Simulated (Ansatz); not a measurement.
The system is InP.

```xyz
2
Lattice="0.0000 2.9305 2.9305 2.9305 0.0000 2.9305 2.9305 2.9305 0.0000" Properties=species:S:1:pos:R:3 pbc="T T T"
In    0.0000    0.0000    0.0000
P     4.3957    4.3957    4.3957
```

Base run:

| Quantity | Value |
| --- | --- |
| Program | Ansatz 0.2.0 |
| Functional | LDA |
| Potentials or basis | Ansatz PAW |
| Cutoff | 420 eV (not typed: the program's choice for these potentials) |
| k mesh | 8 × 8 × 8 |
| Occupations | fermi-dirac, width 0.05 eV |
| Spin | no spin polarisation |

Its results: band gap on the k mesh 0.48 eV, direct; pressure -1.2 GPa.

After a change of settings the same cell gave: band gap on the k mesh 0.60 eV, direct; pressure 6.7 GPa. Which change was it?
A. functional from LDA to BLYP
B. functional from LDA to r2SCAN; cutoff from 420 eV (not typed: the program's choice for these potentials) to 500 eV (not typed: the program's choice for these potentials)
C. functional from LDA to revPBE
D. functional from LDA to RPBE

A.

BLYP binds less tightly than LDA, so the same cell stands under more pressure.

Caveats: spin-orbit coupling is left out, which moves the levels of the heavy elements; the PAW data sets come from PBE, with cores solved anew for the run's functional, which leaves a small shift of forces and pressure.

Runs at the PBE level aren't shown here.
